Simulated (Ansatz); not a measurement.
# Ir, simple cubic: how the functional moves the structure

All rows: Ansatz, plane waves with scalar-relativistic PAW, 420 eV (500 eV for the SCAN forms), relaxed under each functional, no dispersion correction, no zero-point motion. B₀ comes from uniform scaling at fixed shape; a dash is a value not given.

| functional | V (Å³/atom) | cell | B₀ (GPa) | magnetic state | ΔE to fcc (meV/atom) |
| --- | --- | --- | --- | --- | --- |
| PBE | 17.01 | a = 2.572 Å | 247 | non-magnetic | 1002 |
| r²SCAN | 16.64 | a = 2.553 Å | 268 | non-magnetic | 1034 |
| PBEsol | 16.44 | a = 2.543 Å | 276 | spin not included | 1106 |
| LDA | 16.16 | a = 2.528 Å | 292 | spin not included | 1098 |
| RPBE | 17.28 | a = 2.585 Å | 232 | spin not included | 974 |
| BLYP | 17.93 | a = 2.617 Å | 209 | spin not included | 682 |

(1) What does revPBE give?

Answers

(1) V (Å³/atom): 17.20; cell: a = 2.581 Å; B₀ (GPa): 236; magnetic state: spin not included; ΔE to fcc (meV/atom): 983.
